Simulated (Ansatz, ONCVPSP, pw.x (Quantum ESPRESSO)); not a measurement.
# pw.x on fcc Mo: one setting changed

Potential: optimised norm-conserving Vanderbilt (ONCV), ONCVPSP 4.0.1.1 (patched build), LDA (Perdew-Wang 92); core [Ar] 3d10, reference 4s2 4p6 4d5 5s1; waves: 4s+5s: rc 1.80 bohr, ncon 3, nbas 7, qcut 7.7 1/bohr, 2 projectors; 4p: rc 1.75 bohr, ncon 5, nbas 8, qcut 11 1/bohr, 1 projector; 4d: rc 2.40 bohr, ncon 5, nbas 9, qcut 6.6 1/bohr, 2 projectors, debl 2.6 Ha; local part: polynomial inside 1.60 bohr (lpopt 5, dvloc0 1 Ha); core correction: none.

The reference run (k-mesh 14³, cutoffs 100/400 Ry, Fermi–Dirac 0.01 Ry, mixing_beta 0.4, conv_thr 1e-9, no spin) gives -3.70 GPa at 15.256 Å³/atom, where all-electron LAPW gives 0.23 GPa. This run, with its own iteration cap, changes k-mesh shift to 1.

```
&control
  calculation='scf', prefix='x', pseudo_dir='./', outdir='./tmp', tstress=.true., disk_io='none'
/
&system
  ibrav=0, nat=1, ntyp=1, ecutwfc=100, ecutrho=400, nbnd=15,
  occupations='smearing', smearing='fd', degauss=0.01
/
&electrons
  conv_thr=1e-09, mixing_beta=0.4, electron_maxstep=70
/
ATOMIC_SPECIES
Mo 1.0 Mo.UPF
CELL_PARAMETERS angstrom
  0.00000000 1.96850669 1.96850669
  1.96850669 0.00000000 1.96850669
  1.96850669 1.96850669 0.00000000
ATOMIC_POSITIONS crystal
Mo 0.0000 0.0000 0.0000
K_POINTS automatic
14 14 14 1 1 1
```

```bash
pw.x < Mo.scf.in > Mo.scf.out
```

Task: How does the run end?

Result: It converges in 9 iterations; the free energy moves by -0.6 meV/atom and the pressure by +0.05 GPa.

```
Message from routine setup:
     using ibrav=0 with symmetry is DISCOURAGED, use correct ibrav instead
     lattice parameter (alat)  =       5.2608  a.u.
     unit-cell volume          =     102.9526 (a.u.)^3
     number of electrons       =        14.00
     number of Kohn-Sham states=           15
     kinetic-energy cutoff     =     100.0000  Ry
     charge density cutoff     =     400.0000  Ry
     scf convergence threshold =      1.0E-09
     Exchange-correlation= SLA  PW   NOGX NOGC
     number of k points=   280  Fermi-Dirac smearing, width (Ry)=  0.0100
     iteration #  1     ecut=   100.00 Ry     beta= 0.40
     total energy              =    -136.51443995 Ry
     estimated scf accuracy    <       0.10933157 Ry
     iteration #  2     ecut=   100.00 Ry     beta= 0.40
     total energy              =    -136.51946501 Ry
     estimated scf accuracy    <       0.01181515 Ry
     iteration #  3     ecut=   100.00 Ry     beta= 0.40
     total energy              =    -136.52090570 Ry
     estimated scf accuracy    <       0.00095704 Ry
     [... 3 iterations left out ...]
     iteration #  7     ecut=   100.00 Ry     beta= 0.40
     total energy              =    -136.52101650 Ry
     estimated scf accuracy    <       0.00000006 Ry
     iteration #  8     ecut=   100.00 Ry     beta= 0.40
     total energy              =    -136.52101651 Ry
     estimated scf accuracy    <          4.9E-09 Ry
     iteration #  9     ecut=   100.00 Ry     beta= 0.40
     the Fermi energy is    21.1951 ev
!    total energy              =    -136.52101651 Ry
     estimated scf accuracy    <          4.0E-10 Ry
     smearing contrib. (-TS)   =      -0.00564130 Ry
     The total energy is F=E-TS. E is the sum of the following terms:
     one-electron contribution =     -17.47881256 Ry
     hartree contribution      =      17.33345011 Ry
     xc contribution           =     -15.58401563 Ry
     ewald contribution        =    -120.78599714 Ry
     convergence has been achieved in   9 iterations
          total   stress  (Ry/bohr**3)                   (kbar)     P=      -36.50
     Message from routine punch:
     Nothing written, as per user request (disk_io='none')
```

The run took about 3.3 min on one core of a shared host (Neoverse-N1, 64 threads, 126 GiB, load 46).
